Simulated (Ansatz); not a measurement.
Wanted: the native input for an Ansatz 0.2.0 run.

```yaml
Task: band structure
Functional: LDA
Potentials_or_basis: Ansatz PAW
Cutoff: "420 eV (not typed: the program's choice for these potentials)"
k_mesh: 9 × 9 × 9
Occupations: fermi-dirac, width 0.05 eV
Spin: spin-orbit coupling, no magnetisation
Path: "[[\"G\", \"X\", \"W\", \"K\", \"G\", \"L\", \"U\", \"W\", \"L\", \"K\"], [\"U\", \"X\"]]"
Points_for_each_segment_of_the_path: 14
```

The system is Rh.

```
Rh
1.0
     0.00000    1.89785    1.89785
     1.89785    0.00000    1.89785
     1.89785    1.89785    0.00000
Rh
1
Direct
  0.00000 0.00000 0.00000
```

One way to write it, as run:

input.yaml

```yaml
crystal:
  lattice:
    - [0.0, 1.89785, 1.89785]
    - [1.89785, 0.0, 1.89785]
    - [1.89785, 1.89785, 0.0]
  atoms:
    - { symbol: Rh, position: [0.0, 0.0, 0.0] }
hamiltonian:
  xc: lda
  pseudopotentials: { kind: paw_fr }
magnetization:
  noncollinear: true
  spin_orbit: true
kpoints:
  mp_grid: { grid: [9, 9, 9] }
  band_path:
    path:
      - [[0.0, 0.0, 0.0], [0.5, 0.0, 0.5], [0.5, 0.25, 0.75], [0.375, 0.375, 0.75], [0.0, 0.0, 0.0], [0.5, 0.5, 0.5], [0.625, 0.25, 0.625], [0.5, 0.25, 0.75], [0.5, 0.5, 0.5], [0.375, 0.375, 0.75]]
      - [[0.625, 0.25, 0.625], [0.5, 0.0, 0.5]]
    npoints: 14
scf:
  occupations: { method: fermi_dirac, width: 0.05 }
  n_extra_bands: 6
output:
  forces: true
  stress: true
  eigenvalues: true
  fatbands: false
```

Potentials or basis: Ansatz PAW.

Launch:

```bash
$ ansatz run input.yaml --threads 2 --pin off --max-ram 5632MiB --backend cpu --events-out ev --progress --plain --runs-dir out
```

It gave:

| Item | Value |
| --- | --- |
| Pressure | -9.4 GPa |
| Band gap on the k mesh | none (metal or under the smearing width) |

Caveat: the PAW data sets come from PBE, with cores solved anew for the run's functional, which leaves a small shift of forces and pressure.

Wall time 5.1 s on 2 threads of Arm Neoverse V1 (shared host), peak memory 0.3 GiB.
